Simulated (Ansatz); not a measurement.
Crystal: Gd.

```
Gd
1.0
     3.63600    0.00000    0.00000
    -1.81800    3.14887    0.00000
     0.00000    0.00000    5.78260
Gd
2
Direct
  0.66667 0.33333 0.75000
  0.33333 0.66667 0.25000
```

Base run:

| Item | Value |
| --- | --- |
| Program | Ansatz 0.2.0 |
| Functional | PBE |
| Potentials or basis | Ansatz PAW |
| Cutoff | 420 eV (not typed: the program's choice for these potentials) |
| k mesh | 7 × 7 × 4 |
| Occupations | fermi-dirac, width 0.05 eV |
| Spin | collinear spin, ferromagnetic start |
| Starting moments | [10.5, 10.5] μB |
| Fixed moment | 21 μB |

Its results: pressure 3.1 GPa; site moments Gd +9.20 μB.

**Question.** The run is repeated on the same cell with these changes: fixed moment from 21 μB to 10.5 μB; moments at the start from [10.5, 10.5] to [5.25, 5.25]. What comes out?

**Answer.** Pressure 3.5 GPa; site moments Gd +5.92 μB.

Caveats: the total moment is fixed, so each spin has its own Fermi level; the thresholds are loose for stress.
